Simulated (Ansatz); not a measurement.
**Mg2Sn: how the settings move a single-point run**

How sensitive is a single-point run of Mg2Sn to its settings? A reference run comes first, then six runs with altered input.

Program: Ansatz 0.2.0. Level of theory: reference: DFT, HSE06, plane waves, PAW. These are calculated values, not measurements.

2 further runs of the same task are left out: 2 that didn't finish.

### Step 1. The system as given

Symmetry: Fm-3m, No. 225, cubic system. Conventional cell: a = 6.760 Å, b = 6.760 Å, c = 6.760 Å, α = 90.00°, β = 90.00°, γ = 90.00°. Sn (site symmetry m-3m) has 8 Mg at 2.93 Å as nearest neighbours. Mg (site symmetry -43m) has 4 Sn at 2.93 Å as nearest neighbours.

Coordinates:

```cif
data_structure
_symmetry_space_group_name_H-M 'Fm-3m'
_symmetry_Int_Tables_number 225
_cell_length_a 6.7599
_cell_length_b 6.7599
_cell_length_c 6.7599
_cell_angle_alpha 90.000
_cell_angle_beta 90.000
_cell_angle_gamma 90.000
_cell_volume 308.90
loop_
_atom_site_label
_atom_site_type_symbol
_atom_site_symmetry_multiplicity
_atom_site_Wyckoff_symbol
_atom_site_fract_x
_atom_site_fract_y
_atom_site_fract_z
_atom_site_occupancy
Sn1 Sn 4 a 0.00000 0.00000 0.00000 1
Mg1 Mg 8 c 0.25000 0.75000 0.75000 1
```

### Step 2. Reference

Input file input.yaml:

```yaml
crystal:
  lattice:
    - [0.0, 3.3799352825, 3.3799352825]
    - [3.3799352825, 0.0, 3.3799352825]
    - [3.3799352825, 3.3799352825, 0.0]
  atoms:
    - { symbol: Sn, position: [0.0, 0.0, 0.0] }
    - { symbol: Mg, position: [0.25, 0.25, 0.25] }
    - { symbol: Mg, position: [0.75, 0.75, 0.75] }
kpoints:
  mp_grid: { grid: [4, 4, 4] }
hamiltonian:
  xc: hse06
scf:
  occupations: { method: fermi_dirac, width: 0.02 }
  n_extra_bands: 4
output:
  forces: true
  stress: true
  eigenvalues: true
```

Launch:

```console
ansatz run input.yaml --threads 4 --pin off --max-ram 3686MiB --backend cpu --events-out ev --progress --plain --runs-dir out
```

### Step 3. Variant: xc pbesol, accuracy low

input.yaml, as its differences from that of step 2:

```diff
@@ -12,3 +12,3 @@
 hamiltonian:
-  xc: hse06
+  xc: pbesol
 scf:
@@ -20 +20,2 @@
   eigenvalues: true
+accuracy: low
```

### Step 4. Variant: xc lc_wpbe

input.yaml, as its differences from that of step 2:

```diff
@@ -12,3 +12,3 @@
 hamiltonian:
-  xc: hse06
+  xc: lc_wpbe
 scf:
```

### Step 5. Changed: exchange pbe, correlation pbe, coeff 0.05

input.yaml, as its differences from that of step 2:

```diff
@@ -12,3 +12,3 @@
 hamiltonian:
-  xc: hse06
+  xc: { exchange: pbe, correlation: pbe, exx: { coeff: 0.05 } }
 scf:
```

### Step 6. Variant: singularity wigner_seitz

input.yaml, as its differences from that of step 2:

```diff
@@ -16,2 +16,3 @@
   n_extra_bands: 4
+  exx: { singularity: wigner_seitz }
 output:
```

### Step 7. Variant: exchange pbe, correlation pbe, coeff 1.0, omega 0.2078

input.yaml, as its differences from that of step 2:

```diff
@@ -12,3 +12,6 @@
 hamiltonian:
-  xc: hse06
+  xc:
+    exchange: pbe
+    correlation: pbe
+    exx: { coeff: 1.0, omega: 0.2078 }
 scf:
```

### Step 8. Changing settings: symmetry.detect false

input.yaml, as its differences from that of step 2:

```diff
@@ -9,2 +9,3 @@
     - { symbol: Mg, position: [0.75, 0.75, 0.75] }
+  symmetry: { detect: false }
 kpoints:
```

Q: Predict the outcome of this session. Wanted: for each run, ending; energy change; pressure; gap; force.

**Answer**, as computed:

```
                                                      run     ending   energy change  pressure (GPa)  gap (eV)  force (eV/Å)  cycles    time
                                                reference  converged               0             0.0      0.20          0.00      13    13 s
                               1: xc pbesol, accuracy low  converged  not comparable            -0.2      0.00          0.00       6  0.89 s
                                            2: xc lc_wpbe  converged  not comparable            -1.8      3.96          0.00      48    28 s
             3: exchange pbe, correlation pbe, coeff 0.05  converged  not comparable             1.0      0.00          0.00      12    12 s
                              4: singularity wigner_seitz  converged               -             0.0      0.20          0.00      13    13 s
5: exchange pbe, correlation pbe, coeff 1.0, omega 0.2078  converged  not comparable            -1.8      1.67          0.00      21    18 s
                                 6: symmetry.detect false  converged    0.0 meV/atom             0.0      0.20          0.00      16    94 s
```

Residual by cycle in the longest SCF loop of each run; runs are numbered as in the table. The quantity is the density residual dr2, in eV.

```
cycle  reference    run 1    run 2   run 3   run 4   run 5    run 6
    1     0.0121   0.0132   1.8e-5  0.0125  0.0121   0.101   0.0211
    2     4.8e-4   7.7e-4   8.9e-7  4.7e-4  4.8e-4  0.0691  0.00386
    3     9.2e-5   1.3e-4   4.4e-7  9.7e-5  9.2e-5  0.0606  0.00136
    4     4.6e-6   2.2e-6   1.0e-7  3.9e-6  4.6e-6  0.0248   1.1e-4
    5     5.1e-8   2.9e-8   4.5e-8  4.3e-8  5.1e-8  6.3e-4   6.9e-6
    6          -  8.7e-10   1.6e-8       -       -  9.2e-5   2.8e-6
    7          -        -   2.0e-9       -       -       -        -
    8          -        -  7.0e-11       -       -       -        -
```

What this shows: «symmetry.detect false» leaves the energy as it was. Of the variants the dearest is «symmetry.detect false» (94 s), the cheapest «xc pbesol, accuracy low» (0.89 s), on a shared host.

Spin-orbit coupling is left out, though the cell holds Sn; it can move the gap.
